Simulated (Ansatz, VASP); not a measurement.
**HfN: VASP beside Ansatz**

Contents of INCAR:

```
SYSTEM = HfN
PREC = Accurate
ENCUT = 520
EDIFF = 1E-7
ISMEAR = -1
SIGMA = 0.05
LREAL = .False.
LASPH = .True.
NELM = 100
ALGO = Normal
ISIF = 2
LWAVE = .False.
LCHARG = .False.
NBANDS = 14
```

File KPOINTS:

```
Automatic mesh
0
Gamma
  9 9 9
  0 0 0
```

Contents of POSCAR:

```
HfN
1.0
    0.0000000000      2.4383461881      2.4383461881
    2.4383461881      0.0000000000      2.4383461881
    2.4383461881      2.4383461881      0.0000000000
Hf N
1 1
Direct
    0.0000000000      0.0000000000      0.0000000000
    0.2500000000      0.2500000000      0.2500000000
```

File input.yaml:

```yaml
crystal:
  lattice:
    - [0.0, 2.4383461881, 2.4383461881]
    - [2.4383461881, 0.0, 2.4383461881]
    - [2.4383461881, 2.4383461881, 0.0]
  atoms:
    - { symbol: Hf, position: [0.0, 0.0, 0.0] }
    - { symbol: "N", position: [0.25, 0.25, 0.25] }
kpoints:
  mp_grid: { grid: [9, 9, 9] }
scf:
  occupations: { method: fermi_dirac, width: 0.05 }
hamiltonian:
  xc: lda
  pseudopotentials: { kind: all_electron, lapw: { basis_error: 0.001 } }
output:
  forces: true
  stress: true
  eigenvalues: true
```

Change from the starting cell: volume scaled by 0.98.

Alike in both runs: task single point; functional LDA; k mesh 9 × 9 × 9; occupations fermi-dirac, width 0.05 eV; no spin polarisation.

|  | VASP | Ansatz |
| --- | --- | --- |
| version | VASP 6.6.1 | Ansatz 0.2.0 |
| potentials or method | VASP PAW LDA potentials, release 64 (Hf_pv, N) | all-electron LAPW, scalar-relativistic |
| plane-wave cutoff (eV) | 520 | see its input |

VASP gave:

* gap on the k mesh at the Fermi level (eV): none
* pressure (GPa): -6.3

Task: Which values does Ansatz return?

Result: gap on the k mesh at the Fermi level (eV): none; pressure (GPa): -5.9.

A gap of «none» marks a metal or a gap that the smearing closes. Ansatz ran all-electron here, so the differences hold the error of VASP's frozen core and of both bases.

The runs have no spin-orbit coupling, so splittings on Hf are missing.
